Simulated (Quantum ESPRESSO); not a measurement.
A run of Quantum ESPRESSO 7.5:

Contents of pw.in:

```
&CONTROL
  calculation = 'scf'
  prefix = 'pwscf'
  outdir = './tmp'
  pseudo_dir = './pseudo'
  tprnfor = .true.
  tstress = .true.
  disk_io = 'low'
/
&SYSTEM
  ibrav = 0
  celldm(1) = 8
  nat = 3
  ntyp = 2
  ecutwfc = 45
  ecutrho = 360
  nbnd = 21
  occupations = 'smearing'
  smearing = 'fd'
  degauss = 0.00367493
/
&ELECTRONS
  conv_thr = 6d-10
  electron_maxstep = 120
  mixing_beta = 0.5
/
ATOMIC_SPECIES
Pt   195.0840 pt_pbesol_v1.4.uspp.F.UPF
S     32.0600 s_pbesol_v1.4.uspp.F.UPF
CELL_PARAMETERS alat
  0.8369597005968   0.0000000000000   0.0000000000000
 -0.4184798502984   0.7248283626632   0.0000000000000
  0.0000000000000   0.0000000000000   1.1902439995955
ATOMIC_POSITIONS crystal
Pt     0.0000000000    0.0000000000    0.0000000000
S      0.6666666667    0.3333333333    0.7730000000
S      0.3333333333    0.6666666667    0.2270000000
K_POINTS automatic
4 4 2 0 0 1
```

File relax.in:

```
&CONTROL
  calculation = 'vc-relax'
  prefix = 'pwscf'
  outdir = './tmp'
  pseudo_dir = './pseudo'
  tprnfor = .true.
  tstress = .true.
  disk_io = 'low'
  nstep = 40
  forc_conv_thr = 0.0001
  etot_conv_thr = 1d-06
/
&SYSTEM
  ibrav = 0
  celldm(1) = 8
  nat = 3
  ntyp = 2
  ecutwfc = 45
  ecutrho = 360
  nbnd = 21
  occupations = 'smearing'
  smearing = 'fd'
  degauss = 0.00367493
/
&ELECTRONS
  conv_thr = 6d-10
  electron_maxstep = 120
  mixing_beta = 0.5
/
&IONS
  ion_dynamics = 'bfgs'
/
&CELL
  cell_dynamics = 'bfgs'
  press = 250
  press_conv_thr = 0.2
/
ATOMIC_SPECIES
Pt   195.0840 pt_pbesol_v1.4.uspp.F.UPF
S     32.0600 s_pbesol_v1.4.uspp.F.UPF
CELL_PARAMETERS alat
  0.8369597005968   0.0000000000000   0.0000000000000
 -0.4184798502984   0.7248283626632   0.0000000000000
  0.0000000000000   0.0000000000000   1.1902439995955
ATOMIC_POSITIONS crystal
Pt     0.0000000000    0.0000000000    0.0000000000
S      0.6666666667    0.3333333333    0.7730000000
S      0.3333333333    0.6666666667    0.2270000000
K_POINTS automatic
4 4 2 0 0 1
```

The input gamma.in:

```
&CONTROL
  calculation = 'bands'
  prefix = 'pwscf'
  outdir = './tmp'
  pseudo_dir = './pseudo'
  disk_io = 'low'
  verbosity = 'high'
/
&SYSTEM
  ibrav = 0
  celldm(1) = 8
  nat = 3
  ntyp = 2
  ecutwfc = 45
  ecutrho = 360
  nbnd = 21
  occupations = 'smearing'
  smearing = 'fd'
  degauss = 0.00367493
/
&ELECTRONS
  conv_thr = 1d-08
  electron_maxstep = 120
  mixing_beta = 0.5
  diago_full_acc = .true.
  startingwfc = 'random'
/
ATOMIC_SPECIES
Pt   195.0840 pt_pbesol_v1.4.uspp.F.UPF
S     32.0600 s_pbesol_v1.4.uspp.F.UPF
CELL_PARAMETERS alat
  0.8074664475048  -0.0000000000068   0.0000000000000
 -0.4037332237465   0.6992864562461   0.0000000000000
  0.0000000000000   0.0000000000000   0.9624669910783
ATOMIC_POSITIONS crystal
Pt     0.0000000000    0.0000000000    0.0000000000
S      0.6666666667    0.3333333333    0.6952843760
S      0.3333333333    0.6666666667    0.3047156240
K_POINTS crystal
1
0.0 0.0 0.0 1
```

The input scf2.in:

```
&CONTROL
  calculation = 'scf'
  prefix = 'pwscf'
  outdir = './tmp'
  pseudo_dir = './pseudo'
  tprnfor = .true.
  tstress = .true.
  disk_io = 'low'
/
&SYSTEM
  ibrav = 0
  celldm(1) = 8
  nat = 3
  ntyp = 2
  ecutwfc = 45
  ecutrho = 360
  nbnd = 21
  occupations = 'smearing'
  smearing = 'fd'
  degauss = 0.00367493
/
&ELECTRONS
  conv_thr = 1d-13
  electron_maxstep = 120
  mixing_beta = 0.5
  startingpot = 'file'
/
ATOMIC_SPECIES
Pt   195.0840 pt_pbesol_v1.4.uspp.F.UPF
S     32.0600 s_pbesol_v1.4.uspp.F.UPF
CELL_PARAMETERS alat
  0.8074664475048  -0.0000000000068   0.0000000000000
 -0.4037332237465   0.6992864562461   0.0000000000000
  0.0000000000000   0.0000000000000   0.9624669910783
ATOMIC_POSITIONS crystal
Pt     0.0000000000    0.0000000000    0.0000000000
S      0.6666666667    0.3333333333    0.6952843760
S      0.3333333333    0.6666666667    0.3047156240
K_POINTS automatic
4 4 2 0 0 1
```

Contents of ph.in:

```
phonons of PtS2
&INPUTPH
  prefix = 'pwscf'
  outdir = './tmp'
  tr2_ph = 1d-18
  fildyn = 'dyn'
  niter_ph = 90
  alpha_mix(1) = 0.4
/
0.0000000000 0.0000000000 0.0000000000
```

File dynmat.in:

```
&INPUT
  fildyn = 'dyn'
  asr = 'crystal'
  filout = 'dynmat.disp'
  fileig = 'dynmat.eig'
/
```

Potentials or basis: GBRV 1.5 PBEsol.

Run with:

```console
$ OMP_NUM_THREADS=1 pw.x -in pw.in > pw.out
$ OMP_NUM_THREADS=1 pw.x -in relax.in > relax.out
$ OMP_NUM_THREADS=1 pw.x -in gamma.in > gamma.out
$ OMP_NUM_THREADS=1 pw.x -in scf2.in > scf2.out
$ OMP_NUM_THREADS=1 ph.x -in ph.in > ph.out
$ OMP_NUM_THREADS=1 dynmat.x -in dynmat.in > dynmat.out
```

Hardware: 1 thread of Intel(R) Xeon(R) Processor @ 2.50GHz (Skylake/Cascade Lake), with other jobs on the host.

How long does it take, and how much memory?

Wall time 11 min on 1 thread of Intel(R) Xeon(R) Processor @ 2.50GHz (Skylake/Cascade Lake), with other jobs on the host, peak memory 0.19 GiB. Counts: scf iterations 132, k pools 1, bands 21, ion steps 15, k points 5, g dense 42615.
